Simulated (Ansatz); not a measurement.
# BeS: the cost of one run

Computed with Ansatz 0.2.0 (DFT LDA, scalar-relativistic, plane waves, PAW, unless a step's input says otherwise).

The COD entry's cell or inner coordinates are ideal or old and differ from later refinements, so a difference from it is no clean test against experiment.

**1. The structure to begin with**

Symmetry: F-43m, No. 216, cubic system. The conventional cell has a = 4.850 Å, b = 4.850 Å, c = 4.850 Å, α = 90.00°, β = 90.00°, γ = 90.00°. Around Be (site symmetry -43m) lie 4 S at 2.10 Å. S (site symmetry -43m) has 4 Be at 2.10 Å as nearest neighbours.

As a file:

```xyz
2
Lattice="0.0000 2.4250 2.4250 2.4250 0.0000 2.4250 2.4250 2.4250 0.0000" Properties=species:S:1:pos:R:3 pbc="T T T"
Be    0.0000    0.0000    0.0000
S     1.2125    1.2125    1.2125
```

Source of the structure: the Crystallography Open Database.

(A quick probe on a coarse mesh, which set the mesh and smearing, is not shown.)

**3. Relaxing cell and atoms**

input.yaml

```yaml
crystal:
  lattice:
    - [0.0, 2.425, 2.425]
    - [2.425, 0.0, 2.425]
    - [2.425, 2.425, 0.0]
  atoms:
    - { symbol: Be, position: [0.0, 0.0, 0.0] }
    - { symbol: S, position: [0.25, 0.25, 0.25] }
basis:
  ecutwfc: 420
kpoints:
  mp_grid: { grid: [8, 8, 8] }
hamiltonian:
  xc: lda
scf:
  occupations: { method: gaussian, width: 0.02 }
output:
  forces: true
  stress: true
  eigenvalues: true
  write_density: true
  write_potential: true
  elf: true
  volumetric_format: npy
relax:
  adjacent_minimum: "off"
  f_tol: 0.005
  max_steps: 80
  cell: { stress_tol: 0.05 }
```

Run with:

```sh
$ ansatz run input.yaml --threads 1 --pin off --max-ram 2560MiB --backend cpu --events-out ev --progress --plain --runs-dir out
```

Q: Estimate wall time and peak memory on 1 thread of an Arm CPU, shared host.

About 5.3 s, with a peak of 0.27 GiB.
